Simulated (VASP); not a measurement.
Runs of VASP 6.6.1 on BN (Qingsongite). Symmetry: F-43m, No. 216, cubic system. The conventional cell has a = 3.583 Å, b = 3.583 Å, c = 3.583 Å, α = 90.00°, β = 90.00°, γ = 90.00°. B (site symmetry -43m) has 4 N at 1.55 Å as nearest neighbours. N (site symmetry -43m) is surrounded by 4 B at 1.55 Å. 

```tsv
task	cell	gap on the mesh (eV)	pressure (GPa)
relaxation of the atoms	atoms relaxed from: a relaxed cell with its volume scaled by 1.06	4.31	-21.1
relaxation of the atoms	atoms relaxed from: a relaxed cell with its volume scaled by 1.04	(b)	-14.7
relaxation of cell and atoms	relaxed	4.38	0.0
relaxation of the atoms	atoms relaxed from: a relaxed cell with its volume scaled by 0.98	(a)	8.4
relaxation of the atoms	atoms relaxed from: a relaxed cell with its volume scaled by 1.02	4.35	-7.7
```

Alike in all rows: level LDA; potentials or basis VASP PAW LDA potentials, release 64 (B, N); no spin polarisation; k mesh 14 × 14 × 14; cutoff (eV) 600; smearing gaussian 0.03 eV.

Q: Fill in the values left out.

A: (a) 4.40; (b) 4.33.

Caveats: the relaxation stopped at its first step, so nothing moved.

A k mesh can miss the band edges.
